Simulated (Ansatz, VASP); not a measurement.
# Two plane-wave programs on Sn

INCAR

```
  PREC = Accurate
  ENCUT = 600
  EDIFF = 1E-7
  ISMEAR = -1
  SIGMA = 0.05
  LREAL = False
  LASPH = True
  NELM = 60
  ALGO = Fast
  ISIF = 3
  LWAVE = False
  LCHARG = False
  GGA = RP
  IVDW = 12
  IBRION = 2
  NSW = 60
  EDIFFG = -0.01
```

The input KPOINTS:

```
regular mesh
0
Gamma
  10 10 10
```

POSCAR

```
Sn
1.0
   -1.8946518192      1.8946518192      1.8946518192
    1.8946518192     -1.8946518192      1.8946518192
    1.8946518192      1.8946518192     -1.8946518192
Sn
1
Direct
    0.0000000000      0.0000000000      0.0000000000
```

File input.yaml:

```yaml
crystal:
  lattice:
    - [-1.8946518192, 1.8946518192, 1.8946518192]
    - [1.8946518192, -1.8946518192, 1.8946518192]
    - [1.8946518192, 1.8946518192, -1.8946518192]
  atoms:
    - { symbol: Sn, position: [0.0, 0.0, 0.0] }
hamiltonian:
  xc: rpbe
  pseudopotentials: { kind: paw }
  dispersion: d3bj
kpoints:
  mp_grid: { grid: [10, 10, 10] }
scf:
  occupations: { method: fermi_dirac, width: 0.05 }
output:
  forces: true
  stress: true
  eigenvalues: true
  write_density: true
  write_potential: true
  elf: true
  volumetric_format: npy
relax:
  f_tol: 0.01
  max_steps: 40
  cell: { stress_tol: 0.05 }
```

This isn't the form of Sn at room conditions, which is tetragonal (white tin).

Alike in both runs: task relaxation of cell and atoms; functional RPBE; dispersion D3(BJ); k mesh 10 × 10 × 10; occupations fermi-dirac, width 0.05 eV; no spin polarisation.

```csv
,VASP,Ansatz
version,VASP 6.6.1,Ansatz 0.2.0
potentials or method,"VASP PAW PBE potentials, release 64 (Sn_d)",Ansatz PAW
plane-wave cutoff (eV),600,420
valence electrons in the cell,14,14
```

```csv
,VASP,Ansatz,Ansatz less VASP
"gap on the k mesh at the Fermi level, each at its own relaxed structure (eV)",none,none,-
relaxed volume (Å³/atom),20.58,20.58,0.000
relaxed cell length with the largest relative difference (Å),2.990,2.990,0.0000
energy change over the relaxation (meV/atom),-477,-477,-0.6
```

A gap of «none» marks a metal or a gap that the smearing closes.

Caveats: the volume moved by over 15 % at a fixed basis, so the end points are rough; pairwise dispersion overbinds metals, which lowers pressure and volume; the PAW data sets were made with another functional, which shifts forces and pressure a little (VASP); the plane-wave basis is chosen anew once the cell has moved, so the energies of steps on either side of that aren't comparable (Ansatz); the PAW data sets come from PBE, with cores solved anew for the run's functional, which leaves a small shift of forces and pressure (Ansatz).
